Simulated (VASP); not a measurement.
# HgSe (F-43m) in VASP: further runs

One crystal, HgSe, is run at these levels: PBEsol; tasks: relaxation of cell and atoms.

Everything below comes from runs of VASP 6.6.1. Logs are shortened: lines on timing, memory, paths and dates and some standing lists are left out, and cuts for length are marked.

### 1 The crystal as given

It takes space group F-43m (No. 216, cubic). The conventional cell has a = 6.078 Å, b = 6.078 Å, c = 6.078 Å, α = 90.00°, β = 90.00°, γ = 90.00°. Hg (site symmetry -43m) has 4 Se at 2.63 Å as nearest neighbours. Se (site symmetry -43m) has 4 Hg at 2.63 Å as nearest neighbours.

### 2 Relaxation of cell and atoms, PBEsol

INCAR reads:

```
SYSTEM = HgSe
PREC = Accurate ; ENCUT = 600
EDIFF = 1E-6 ; ISMEAR = 0
SIGMA = 0.03 ; LREAL = .False.
LASPH = .True. ; NELM = 80
ALGO = Normal ; ISIF = 3
LWAVE = .False. ; LCHARG = .False.
GGA = PS ; IBRION = 2
NSW = 90 ; EDIFFG = -0.01
```

KPOINTS reads:

```
regular mesh
0
Gamma
  10 10 10
  0 0 0
```

POSCAR reads:

```
HgSe
1.0
    0.0000000000      3.0390000000      3.0390000000
    3.0390000000      0.0000000000      3.0390000000
    3.0390000000      3.0390000000      0.0000000000
Hg Se
1 1
Direct
    0.0000000000      0.0000000000      0.0000000000
    0.2500000000      0.2500000000      0.2500000000
```

Potentials or basis: VASP PAW PBE potentials, release 64 (Hg, Se).

On the command line:

```sh
$ cat potpaw_PBE.64/Hg/POTCAR potpaw_PBE.64/Se/POTCAR > POTCAR
$ mpirun -np 1 vasp_std > vasp.out
```

OUTCAR:

```text
SYSTEM = HgSe
   PREC = Accurate
   ENCUT = 600
   EDIFF = 1E-6
   ISMEAR = 0
   LREAL = .False.
   LASPH = .True.
   NELM = 80
   ISIF = 3
   GGA = PS
   IBRION = 2
   NSW = 90
   EDIFFG = -0.01

 ion  position               nearest neighbor table
   1  0.000  0.000  0.000-   2 2.63   2 2.63   2 2.63   2 2.63
   2  0.250  0.250  0.250-   1 2.63   1 2.63   1 2.63   1 2.63

  LATTYP: Found a face centered cubic cell.
 ALAT       =     6.0780000000

  Lattice vectors:

 A1 = (   0.0000000000,   3.0390000000,   3.0390000000)
 A2 = (   3.0390000000,   0.0000000000,   3.0390000000)
 A3 = (   3.0390000000,   3.0390000000,   0.0000000000)

Analysis of symmetry for initial positions (statically):
=====================================================================
 Subroutine PRICEL returns:
 Original cell was already a primitive cell.

 Routine SETGRP: Setting up the symmetry group for a
 face centered cubic supercell.

 Subroutine GETGRP returns: Found 24 space group operations
 (whereof 24 operations were pure point group operations)
 out of a pool of 48 trial point group operations.

The static configuration has the point symmetry T_d .

Analysis of symmetry for dynamics (positions and initial velocities):
=====================================================================
 Subroutine PRICEL returns:
 Original cell was already a primitive cell.

 Routine SETGRP: Setting up the symmetry group for a
 face centered cubic supercell.

 Subroutine GETGRP returns: Found 24 space group operations
 (whereof 24 operations were pure point group operations)
 out of a pool of 48 trial point group operations.

The dynamic configuration has the point symmetry T_d .

 Subroutine INISYM returns: Found 24 space group operations
 (whereof 24 operations are pure point group operations),
 and found     1 'primitive' translations

----------------------------------------------------------------------------------------

                                     Primitive cell

  volume of cell :      56.1335

  direct lattice vectors                    reciprocal lattice vectors
     0.000000000  3.039000000  3.039000000    -0.164527805  0.164527805  0.164527805
     3.039000000  0.000000000  3.039000000     0.164527805 -0.164527805  0.164527805
     3.039000000  3.039000000  0.000000000     0.164527805  0.164527805 -0.164527805

  length of vectors
     4.297795016  4.297795016  4.297795016     0.284970518  0.284970518  0.284970518

  position of ions in fractional coordinates (direct lattice)
     0.000000000  0.000000000  0.000000000
     0.250000000  0.250000000  0.250000000

  ion indices of the primitive-cell ions
   primitive index   ion index
                 1           1
                 2           2

----------------------------------------------------------------------------------------

 KPOINTS: regular mesh

Automatic generation of k-mesh.
 Grid dimensions read from file:
 generate k-points for:   10   10   10

 Generating k-lattice:

  Cartesian coordinates                     Fractional coordinates (reciprocal lattice)
    -0.016452781  0.016452781  0.016452781     0.100000000  0.000000000  0.000000000
     0.016452781 -0.016452781  0.016452781     0.000000000  0.100000000  0.000000000
     0.016452781  0.016452781 -0.016452781     0.000000000  0.000000000  0.100000000

  Length of vectors
     0.028497052  0.028497052  0.028497052

  Shift w.r.t. Gamma in fractional coordinates (k-lattice)
     0.000000000  0.000000000  0.000000000

 Subroutine IBZKPT returns following result:
 ===========================================

 Found     47 irreducible k-points:

 Following reciprocal coordinates:
            Coordinates               Weight
  0.000000  0.000000  0.000000      1.000000
  0.100000  0.000000  0.000000      8.000000
  0.200000  0.000000  0.000000      8.000000
  0.300000  0.000000  0.000000      8.000000
  0.400000  0.000000  0.000000      8.000000
  0.500000  0.000000  0.000000      4.000000
[... 16 lines left out ...]
  0.300000  0.300000  0.000000      6.000000
  0.400000  0.300000  0.000000     24.000000
 [... further k-points ...]
   k-points           NKPTS =     47   k-points in BZ     NKDIM =     47   number of bands    NBANDS=     13
   number of dos      NEDOS =    301   number of ions     NIONS =      2
   total plane-waves  NPLWV =  46656
   dimension x,y,z NGX =    36 NGY =   36 NGZ =   36
   dimension x,y,z NGXF=    72 NGYF=   72 NGZF=   72
   ions per type =               1   1
   NGX,Y,Z   is equivalent  to a cutoff of  13.93, 13.93, 13.93 a.u.
   NGXF,Y,Z  is equivalent  to a cutoff of  27.85, 27.85, 27.85 a.u.
 SYSTEM =  HgSe
   PREC   = accura    normal or accurate (medium, high low for compatibility)
   ISTART =      0    job   : 0-new  1-cont  2-samecut
   ICHARG =      2    charge: 1-file 2-atom 10-const
   ISPIN  =      1    spin polarized calculation?
   LNONCOLLINEAR =      F non collinear calculations
   LSORBIT =      F    spin-orbit coupling
   LASPH  =      T    aspherical Exc in radial PAW
   ENCUT  =  600.0 eV  44.10 Ry    6.64 a.u.   8.58  8.58  8.58*2*pi/ulx,y,z
   NELM   =     80;   NELMIN=  2; NELMDL= -5     # of ELM steps
   EDIFF  = 0.1E-05   stopping-criterion for ELM
   LREAL  =      F    real-space projection
   EDIFFG = -.1E-01   stopping-criterion for IOM
   NSW    =     90    number of steps for IOM
   IBRION =      2    ionic relax: 0-MD 1-quasi-New 2-CG
   NFREE  =      1    steps in history (QN), initial steepest desc. (CG)
   ISIF   =      3    stress and relaxation
   ISYM   =      2    0-nonsym 1-usesym 2-fastsym
   POTIM  = 0.5000    time-step for ionic-motion
   TEBEG  =    0.0;   TEEND  =   0.0 temperature during run
   PSTRESS=    0.0 pullay stress
   NELECT =      18.0000    total number of electrons
   NUPDOWN=      -1.0000    fix difference up-down
   EMIN   =  10.00;   EMAX   =-10.00  energy-range for DOS
   EFERMI =   0.00;   METHOD = LEGACY
   ISMEAR =     0;   SIGMA  =   0.03  broadening in eV -4-tet -1-fermi 0-gaus
   EFERMI_NEDOS =   21; number of points for ismear=-14 and -15
   IALGO  =     38    algorithm
   IMIX   =      4    mixing-type and parameters
     AMIX     =   0.40;   BMIX     =  1.00
     AMIX_MAG =   1.60;   BMIX_MAG =  1.00
  volume/ion in A,a.u.               =      28.07       189.40
  Fermi-wavevector in a.u.,A,eV,Ry     =   1.120534  2.117502 17.083421  1.255596
  Thomas-Fermi vector in A             =   2.257181
   LORBIT       =      0    0 simple, 1 ext, 2 COOP (PROOUT), +10 PAW based schemes
   GGA     = PS    functional components
   LHFCALC =     F    Hartree Fock is set to
   AEXX    =    0.0000 exact exchange contribution
   IVDW    =     0    specifies the selected vdW correction
   LEPSILON=     F    determine dielectric tensor
   LRPA    =     F    only Hartree local field effects (RPA)
 conjugate gradient relaxation of ions
 non-spin polarized calculation
 Gauss-broadening in eV      SIGMA  =   0.03
  energy-cutoff  :      600.00
  volume of cell :       56.13
 maximum number of plane-waves:      1895
 NGX is ok and might be reduce to    36
   NGX = 17   NGY = 17   NGZ = 17

--------------------------------------- Ionic step        1  -------------------------------------------

 number of electron      17.9999998 magnetization

 Free energy of the ion-electron system (eV)
  ---------------------------------------------------
  ext. energy  EPLUGINS =         0.00000000
  ---------------------------------------------------
  free energy    TOTEN  =        -4.79964314 eV

  energy without entropy =       -4.79959686  energy(sigma->0) =       -4.79962000

------------------------ aborting loop because EDIFF is reached ----------------------------------------

  FORCE on cell =-STRESS in cart. coord.  units (eV):
  Direction    XX          YY          ZZ          XY          YZ          ZX
  --------------------------------------------------------------------------------------
  -------------------------------------------------------------------------------------
  Total        0.6484433      0.6484433      0.6484433      0.0000000      0.0000000     -0.0000000
  in kB       18.5080416     18.5080416     18.5080416      0.0000000      0.0000000     -0.0000000
  external PRESSURE =      18.5080416 kB  Pullay stress =       0.0000000 kB
[... 57 lines left out ...]
  energy  without entropy=       -4.8085706077  energy(sigma->0) =       -4.80859375

--------------------------------------- Ionic step        3  -------------------------------------------

 number of electron      17.9999999 magnetization

 Free energy of the ion-electron system (eV)
  ---------------------------------------------------
  ext. energy  EPLUGINS =         0.00000000
  ---------------------------------------------------
  free energy    TOTEN  =        -4.81027610 eV

  energy without entropy =       -4.81022982  energy(sigma->0) =       -4.81025296

 E-fermi :   1.3248     XC(G=0):  -9.1099

 val. band max:        1.3157018314   @ k =   0.0000   0.0000   0.0000
 cond. band min:       1.7332429922   @ k =   0.1000   0.0000   0.0000
 fundamental gap:      0.4175411608
 Fermi energy:         1.3248389579

 k-point     1 :       0.0000    0.0000    0.0000
  band No.  band energies     occupation
      1     -11.9596      2.00000
      2      -5.6742      2.00000
      3      -5.6742      2.00000
      4      -5.6742      2.00000
      5      -4.9746      2.00000
      6      -4.9746      2.00000
      7       0.2452      2.00000
      8       1.3157      1.33334
      9       1.3157      1.33334
     10       1.3157      1.33333
     11       6.7721      0.00000
     12       6.7721      0.00000
     13       6.7721      0.00000
[... 353 lines left out ...]
 k-point    24 :       0.4000    0.3000    0.0000
  band No.  band energies     occupation
      1     -11.4816      2.00000
      2      -5.5369      2.00000
      3      -5.3300      2.00000
      4      -5.3079      2.00000
      5      -4.9221      2.00000
      6      -4.8951      2.00000
      7      -2.8947      2.00000
      8      -0.5961      2.00000
      9      -0.4319      2.00000
     10       3.9869      0.00000
     11       4.7261      0.00000
     12       8.5062      0.00000
     13       9.4365      0.00000

 [... further k-points ...]
[... 5 lines left out ...]
  --------------------------------------------------------------------------------------
  -------------------------------------------------------------------------------------
  Total        0.0015623      0.0015623      0.0015623      0.0000000      0.0000000     -0.0000000
  in kB        0.0431350      0.0431350      0.0431350      0.0000000      0.0000000     -0.0000000
  external PRESSURE =       0.0431350 kB  Pullay stress =       0.0000000 kB
[... 17 lines left out ...]
  FREE ENERGIE OF THE ION-ELECTRON SYSTEM (eV)
  ---------------------------------------------------
  free  energy   TOTEN  =        -4.8102761007 eV

  energy  without entropy=       -4.8102298215  energy(sigma->0) =       -4.81025296

 reached required accuracy - stopping structural energy minimisation
```

Run time: 59 s. Hardware: 1 thread of Intel Xeon Platinum 8488C (Sapphire Rapids), shared host; peak memory 0.23 GiB.

Results:

* Free energy: -4.8103 eV
* Relaxed volume: 29.01 Å³/atom
* Relaxed cell: a = 4.346 Å, b = 4.346 Å, c = 4.346 Å, α = 60.00°, β = 60.00°, γ = 60.00°
* Space group after relaxing (to 0.05 Å): F-43m (No. 216)
* Energy gained by relaxing: 5.3 meV/atom
* Ionic steps: 3
* Pressure after relaxing: 0.0 GPa
* Band gap on the k mesh: none (metal or under the smearing width)

Step by step:
| step | energy change (eV) | largest force (eV/Å) | pressure (GPa) | volume (Å³) |
| --- | --- | --- | --- | --- |
| 1 | 0.0000 | 0.0000 | 1.85 | 56.13 |
| 2 | -0.0090 | 0.0000 | -0.67 | 58.81 |
| 3 | -0.0106 | 0.0000 | 0.00 | 58.03 |

Final structure:
```
CELL_PARAMETERS angstrom
0.00000 3.07281 3.07281
3.07281 0.00000 3.07281
3.07281 3.07281 0.00000
ATOMIC_POSITIONS crystal
Hg 0.00000 0.00000 0.00000
Se 0.25000 0.25000 0.25000
```

Caveat: the PAW data sets were made with another functional, which shifts forces and pressure a little. Zero-point motion and thermal expansion aren't in these numbers.

### 3 Relaxation of cell and atoms, PBEsol

This run uses another cell than the first one, of 29.01 Å³/atom, 1.034 times its volume.

INCAR reads:

```
SYSTEM = HgSe
PREC = Accurate ; ENCUT = 600
EDIFF = 1E-7 ; ISMEAR = 0
SIGMA = 0.03 ; LREAL = .False.
LASPH = .True. ; NELM = 80
ALGO = Normal ; ISIF = 3
LWAVE = .False. ; LCHARG = .False.
GGA = PS ; IBRION = 2
NSW = 90 ; EDIFFG = -0.005
```

KPOINTS is that of step 2.

POSCAR reads:

```
HgSe                                    
1.0
   -0.0000000000      3.0728100866      3.0728100866
    3.0728100866      0.0000000000      3.0728100866
    3.0728100866      3.0728100866     -0.0000000000
  Hg              Se            
     1     1
Direct
     0.0000000000000000    0.0000000000000000    0.0000000000000000
     0.2500000000000000    0.2500000000000000    0.2500000000000000
```

Potentials or basis: VASP PAW PBE potentials, release 64 (Hg, Se).

On the command line:

```sh
$ cat potpaw_PBE.64/Hg/POTCAR potpaw_PBE.64/Se/POTCAR > POTCAR
$ mpirun -np 1 vasp_std > vasp.out
```

Run time: 32 s. Hardware: 1 thread of Intel Xeon Platinum 8488C (Sapphire Rapids), shared host; peak memory 0.22 GiB.

Results (log left out):

* Free energy: -4.8105 eV
* Pressure after relaxing: 0.0 GPa
* Band gap on the k mesh: none (metal or under the smearing width)

Final structure:
```
Hg Se
1.0
     0.00000    3.07281    3.07281
     3.07281    0.00000    3.07281
     3.07281    3.07281    0.00000
Hg Se
1 1
Direct
  0.00000 0.00000 0.00000
  0.25000 0.25000 0.25000
```

Levels at points of the mesh, in eV from the Fermi level:
| k point | band 5 | band 6 | band 7 | band 8 | band 9 | band 10 | band 11 | band 12 | band 13 |
| --- | --- | --- | --- | --- | --- | --- | --- | --- | --- |
| (0.00, 0.00, 0.00) | -6.30 | -6.30 | -1.08 | -0.01 | -0.01 | -0.01 | 5.45 | 5.45 | 5.45 |
| (0.50, 0.00, 0.00) | -6.26 | -6.00 | -5.37 | -0.93 | -0.93 | 1.02 | 6.18 | 6.18 | 6.81 |
| (0.50, 0.50, 0.00) | -6.19 | -5.96 | -4.99 | -2.21 | -2.21 | 2.68 | 2.93 | 8.25 | 9.61 |

Caveat: the relaxation stopped at its first step, so nothing moved; the PAW data sets were made with another functional, which shifts forces and pressure a little. Spin-orbit coupling is left out, which matters for the levels of Hg.
